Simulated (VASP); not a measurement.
A calculation with VASP 6.6.1 of Na (ASE script, structure typed inline):

File run.py:

```python
from ase import Atoms
from ase.calculators.vasp import Vasp
from ase.dft.bandgap import bandgap

atoms = Atoms(
    ['Na', 'Na'],
    cell=[[3.767, 0.0, 0.0], [-1.8835, 3.2623176961, 0.0], [0.0, 0.0, 6.154]],
    scaled_positions=[[0.6666666667, 0.3333333333, 0.75], [0.3333333333, 0.6666666667, 0.25]],
    pbc=True,
)
calc = Vasp(
    directory='calc',
    xc='pbe',
    pp='PBE',
    setups='materialsproject',
    prec='Accurate',
    encut=520,
    ediff=1e-06,
    ismear=0,
    sigma=0.05,
    lreal=False,
    lasph=True,
    nelm=60,
    algo='Fast',
    isif=2,
    lwave=False,
    lcharg=False,
    kpts=[8, 8, 5],
    gamma=True,
    nbands=14,
)
atoms.calc = calc

print('energy (eV):', atoms.get_potential_energy())
print('free energy (eV):', atoms.get_potential_energy(force_consistent=True))
print('forces (eV/A):')
print(atoms.get_forces())
print('stress (eV/A^3, Voigt):', atoms.get_stress())
print('Fermi level (eV):', calc.get_fermi_level())
gap, top, bottom = bandgap(calc)
print('band gap (eV):', gap, 'from (spin, k, band)', top, 'to', bottom)
```

Potentials or basis: VASP PAW PBE potentials, release 64 (Na_pv).

Run with:

```console
$ python run.py
```

This isn't the form of Na at room conditions, which is bcc.

Problem. Write the same calculation in another form: native input, structure from a POSCAR.

Solution. As run:

The input INCAR:

```
  PREC = Accurate
  ENCUT = 520
  EDIFF = 1E-6
  ISMEAR = 0
  SIGMA = 0.05
  LREAL = False
  LASPH = True
  NELM = 60
  ALGO = Normal
  ISIF = 2
  LWAVE = False
  LCHARG = False
  GGA = PE
  NBANDS = 14
```

KPOINTS

```
regular mesh
0
Gamma
  8 8 5
```

POSCAR

```
Na
1.0
    3.7670000000      0.0000000000      0.0000000000
   -1.8835000000      3.2623176961      0.0000000000
    0.0000000000      0.0000000000      6.1540000000
Na
2
Direct
    0.6666666667      0.3333333333      0.7500000000
    0.3333333333      0.6666666667      0.2500000000
```

Potentials or basis: VASP PAW PBE potentials, release 64 (Na_pv).

Launch:

```console
$ cat potpaw_PBE.64/Na_pv/POTCAR > POTCAR
$ mpirun -np 1 vasp_std > vasp.out
```

Both were run:

|  | ASE script, structure typed inline | native input, structure from a POSCAR |
| --- | --- | --- |
| Pressure | -0.1 GPa | -0.1 GPa |
| Band gap on the k mesh | none (metal or under the smearing width) | none (metal or under the smearing width) |

Keys that steer only the numerical path or the files written may differ.
